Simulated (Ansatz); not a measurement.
Runs of Ansatz 0.2.0 on Sb. It takes space group P6_3/mmc (No. 194, hexagonal). Conventional cell: a = 3.355 Å, b = 3.355 Å, c = 5.470 Å, α = 90.00°, β = 90.00°, γ = 120.00°. Sb (site symmetry -6m2) has 12 Sb at 3.35 Å as nearest neighbours. This isn't the form of Sb at room conditions, which is rhombohedral.

```tsv
task	level	cell	smearing	points for each segment of the path	gap on the mesh (eV)	pressure (GPa)	relaxed volume (Å³/atom)
single point	PBE	as given	gaussian 0.028 eV	-	none	1.5	-
relaxation of cell and atoms	PBE+D3(BJ)	relaxed	fermi-dirac 0.05 eV	-	none	0.0	(a)
band structure	LDA	as given	fermi-dirac 0.05 eV	14	none	-2.7	-
single point	PBE	as given	gaussian 0.027 eV	-	none	1.5	-
band structure	PBE	as given	fermi-dirac 0.05 eV	14	none	1.5	-
relaxation of cell and atoms	PBE	relaxed	fermi-dirac 0.05 eV	-	none	0.0	27.36
single point	PBE	as given	gaussian 0.026 eV	-	none	1.5	-
single point	PBE	as given	gaussian 0.011 eV	-	none	1.5	-
```

Alike in all rows: potentials or basis Ansatz PAW; no spin polarisation; k mesh 9 × 9 × 5; cutoff (eV) 420.

Q: Fill in the values left out.

A: (a) 25.93.

Caveats: the plane-wave basis is chosen anew once the cell has moved, so the energies of steps on either side of that aren't comparable (some runs); spin-orbit coupling is left out, which moves the levels of the heavy elements (some runs); pairwise dispersion overbinds metals, which lowers pressure and volume (some runs); the PAW data sets come from PBE, with cores solved anew for the run's functional, which leaves a small shift of forces and pressure (some runs).

A k mesh can miss the band edges, and the runs leave out spin-orbit coupling on Sb.

A gap of «none» marks a metal or a gap under the smearing width.
